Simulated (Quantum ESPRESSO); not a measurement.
MoS2: single point with PBEsol+U

The system is MoS2.

```
CELL_PARAMETERS angstrom
3.22746 0.00000 0.00000
-1.61373 2.79507 0.00000
0.00000 0.00000 6.31247
ATOMIC_POSITIONS crystal
Mo 0.00000 0.00000 0.50000
S 0.66667 0.33333 0.74468
S 0.33333 0.66667 0.25532
```

Measurements of this composition are mostly on another form, of space group No. 194.

| Quantity | Value |
| --- | --- |
| Program | Quantum ESPRESSO 7.5 |
| Task | single point |
| Functional | PBEsol |
| Potentials or basis | GBRV 1.5 PBEsol |
| Cutoff | 612 eV |
| Density cutoff | 4898 eV |
| k mesh | 9 × 9 × 4 |
| Occupations | fermi-dirac, width 0.05 eV |
| Spin | no spin polarisation |
| Hubbard terms | Mo d U = 3 eV |

```
Pressure               : -3.6 GPa
Largest force          : 0.018 eV/Å
Band gap on the k mesh : none (metal or under the smearing width)
```

Forces on the atoms (eV/Å):
```
Mo   0.000  0.000  0.000
S    0.000  0.000 -0.018
S    0.000  0.000  0.018
```

Stress tensor (GPa, compression positive):
```
-4.78  0.00  0.00
 0.00 -4.78  0.00
 0.00  0.00 -1.39
```

Levels at points of the mesh, in eV from the Fermi level:
| k point | band 10 | band 11 | band 12 | band 13 | band 14 | band 15 | band 16 | band 17 |
| --- | --- | --- | --- | --- | --- | --- | --- | --- |
| (0.00, 0.00, 0.00) | -1.78 | -1.09 | -1.02 | -1.02 | -0.26 | -0.26 | 3.31 | 3.31 |
| (0.00, 0.00, -0.50) | -3.56 | -1.03 | -1.03 | -0.32 | -0.32 | -0.07 | 3.47 | 3.47 |

Eigenvalues of the final occupation matrices:
```
   site  spin  trace               eigenvalues
Mo 1 4d  each   2.49  0.44 0.44 0.54 0.54 0.54
```

Run time: 31 s on 2 MPI ranks on Arm Neoverse V2, on a shared host, peak memory 0.3 GiB a rank.

Caveat: this functional lacks dispersion, which binds the layers, so the pressure and a relaxed spacing across them are unreliable; U without spin polarisation on a metal has little footing.
